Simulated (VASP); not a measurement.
Crystal: In3As.

```
In As
1.0
    -3.03437    3.03437    3.14098
     3.03437   -3.03437    3.14098
     3.03437    3.03437   -3.14098
In As
3 1
Direct
  0.50000 0.50000 0.00000
  0.75000 0.25000 0.50000
  0.25000 0.75000 0.50000
  0.00000 0.00000 0.00000
```

The cell was built by a generator and needn't be a form met in nature.

The cell isn't the ideal one: random cell by space group and Wyckoff sites (I4/mmm, No. 139).

| Quantity | Value |
| --- | --- |
| Program | VASP 6.6.1 |
| Task | relaxation of cell and atoms |
| Functional | PBE |
| Potentials or basis | VASP PAW PBE potentials, release 64 (In_d, As) |
| Cutoff | 600 eV |
| k mesh | 4 × 4 × 4 |
| Occupations | gaussian, width 0.1 eV |
| Spin | no spin polarisation |

At the start: pressure -2.9 GPa; volume 28.92 Å³/atom.

**Question.** How do energy, volume and symmetry change on relaxing?

**Answer.** Over 13 steps the energy falls by 56.5 meV/atom and the volume is 26.18 Å³/atom (-9.5 %); space group I4/mmm (No. 139, to 0.05 Å).

Step by step:
| step | energy change (eV) | largest force (eV/Å) | pressure (GPa) | volume (Å³) |
| --- | --- | --- | --- | --- |
| 1 | 0.0000 | 0.0000 | -2.87 | 115.68 |
| 2 | -0.1075 | 0.0000 | -0.69 | 107.23 |
| 3 | -0.1151 | 0.0000 | 0.23 | 104.68 |
| 4 | -0.1461 | 0.0000 | 0.39 | 104.16 |
| 5 | -0.2046 | 0.0000 | 0.94 | 102.39 |
| 6 | -0.2120 | 0.0000 | 1.24 | 101.79 |
| 7 | -0.2023 | 0.0000 | 1.65 | 100.51 |
| 8 | -0.2129 | 0.0000 | 1.34 | 101.43 |
| 9 | -0.2220 | 0.0000 | -0.13 | 104.71 |
| 10 | -0.2236 | 0.0000 | 0.29 | 103.72 |
| 11 | -0.2236 | 0.0000 | 0.25 | 103.77 |
| 12 | -0.2253 | 0.0000 | 0.14 | 104.17 |
| 13 | -0.2259 | 0.0000 | -0.05 | 104.74 |

Final structure:
```yaml
crystal:
  lattice:
    - [-2.80169, 2.80169, 3.33583]
    - [2.80169, -2.80169, 3.33583]
    - [2.80169, 2.80169, -3.33583]
  atoms:
    - { symbol: In, position: [0.50000, 0.50000, 0.00000] }
    - { symbol: In, position: [0.75000, 0.25000, 0.50000] }
    - { symbol: In, position: [0.25000, 0.75000, 0.50000] }
    - { symbol: As, position: [0.00000, 0.00000, 0.00000] }
```

Caveat: the k mesh is coarse (spacing up to 0.37 Å⁻¹), so the values aren't converged.
